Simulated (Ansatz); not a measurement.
ZrO2, first-principles data

ZrO2:
```
CELL_PARAMETERS angstrom
      5.12756     0.00000     0.00000
      0.00000     5.21156     0.00000
     -0.88319     0.00000     5.22143
ATOMIC_POSITIONS crystal
  Zr 0.72285 0.95672 0.79050
  Zr 0.27715 0.04328 0.20950
  Zr 0.27715 0.45672 0.70950
  Zr 0.72285 0.54328 0.29050
  O  0.07005 0.16344 0.84128
  O  0.92995 0.83656 0.15872
  O  0.92995 0.66344 0.65872
  O  0.07005 0.33656 0.34128
  O  0.55137 0.25772 0.02052
  O  0.44863 0.74228 0.97948
  O  0.44863 0.75772 0.47948
  O  0.55137 0.24228 0.52052
```

Space group P2_1/c (No. 14); conventional cell a = 5.1276 Å, b = 5.2116 Å, c = 5.2956 Å, α = 90.00°, β = 99.60°, γ = 90.00°.

Method: PBEsol in the plane-wave PAW code Ansatz. Structure relaxed to zero pressure with the same functional. Other levels are named where they apply.

Cell and energy:

```json
{
  "volume_per_atom": "11.63 Å³",
  "density": "5.87 g/cm³",
  "Formation energy from the elements (no fitted shifts)": "-3474 meV/atom"
}
```

Electronic structure:

```json
{
  "band_gap": "3.60 eV (indirect)",
  "valence_band_maximum": "at Γ",
  "conduction_band_minimum": "at Y2 (k = 0.500, 0.000, 0.000 in fractions of the reciprocal vectors)",
  "smallest_direct_gap_on_the_standard_path": "3.68 eV",
  "electron_effective_mass": "0.98, 0.98, 12 mₑ (principal values)",
  "Electron effective mass with spin–orbit coupling": "0.98, 0.98, 12 mₑ (principal values)",
  "hole_effective_mass": "1.9, 2.1, 17 mₑ (principal values)",
  "Hole effective mass with spin–orbit coupling": "1.9, 2.1, 17 mₑ (principal values)",
  "HSE06 gap on the PBEsol cell": "5.22 eV",
  "Gap with spin–orbit coupling": "3.60 eV"
}
```

The PBEsol relaxation kept the symmetry of its start. No spin polarisation was allowed. The references are the lowest solids computed at this level, not always the standard phases (solids in place of the gases). Scalar-relativistic: spin–orbit coupling is off unless named, which matters more the heavier the elements.

Potentials: the earlier of the program's two PAW sets. The files were generated under PBE; for other functionals the program regenerates the frozen cores, and for LDA and PBEsol the local potential too.
